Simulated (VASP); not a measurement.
HgSe (nc):

```
CELL_PARAMETERS angstrom
0.00000 3.03900 3.03900
3.03900 0.00000 3.03900
3.03900 3.03900 0.00000
ATOMIC_POSITIONS crystal
Hg 0.00000 0.00000 0.00000
Se 0.25000 0.25000 0.25000
```

| Property | Result |
| --- | --- |
| Program | VASP 6.6.1 |
| Task | relaxation of cell and atoms |
| Functional | PBE |
| Potentials or basis | VASP PAW PBE potentials, release 64 (Hg, Se) |
| Cutoff | 600 eV |
| k mesh | 12 × 12 × 12 |
| Occupations | gaussian, width 0.1 eV |
| Spin | no spin polarisation |

At the start: pressure 5.1 GPa; volume 28.07 Å³/atom.

**Question.** Where does the relaxation end?

**Answer.** Over 7 steps the energy falls by 39.2 meV/atom and the volume is 30.81 Å³/atom (+9.8 %); space group F-43m (No. 216, to 0.05 Å).

Step by step:
| step | energy change (eV) | largest force (eV/Å) | pressure (GPa) | volume (Å³) |
| --- | --- | --- | --- | --- |
| 1 | 0.0000 | 0.0000 | 5.05 | 56.13 |
| 2 | -0.0702 | 0.0000 | -1.26 | 63.64 |
| 3 | -0.0785 | 0.0000 | 0.02 | 61.58 |
| 4 | -0.0785 | 0.0000 | -0.08 | 61.70 |
| 5 | -0.0785 | 0.0000 | 0.07 | 61.56 |
| 6 | -0.0785 | 0.0000 | -0.02 | 61.62 |
| 7 | -0.0785 | 0.0000 | 0.00 | 61.61 |

Final structure:
```
CELL_PARAMETERS angstrom
0.00000 3.13479 3.13479
3.13479 0.00000 3.13479
3.13479 3.13479 0.00000
ATOMIC_POSITIONS crystal
Hg 0.00000 0.00000 0.00000
Se 0.25000 0.25000 0.25000
```
